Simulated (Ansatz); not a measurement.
Structure types of Cl were relaxed at one common pressure (all-electron LAPW in Ansatz 0.2.0 under PBE, scalar-relativistic, no spin polarisation, zero temperature). They take these volumes:

| type | space group | V (Å³/atom) |
| --- | --- | --- |
| fcc | Fm-3m | 8.85 |
| bcc | Im-3m | 9.00 |
| hcp | P6_3/mmc | 8.90 |
| diamond | Fd-3m | 9.97 |
| beta tin | I4_1/amd | 9.21 |
| sc | Pm-3m | 9.50 |

Question: At about which pressure, and is the densest type also the lowest in enthalpy?

Answer: 210 GPa. The densest is fcc, and it is also the lowest in enthalpy among these.
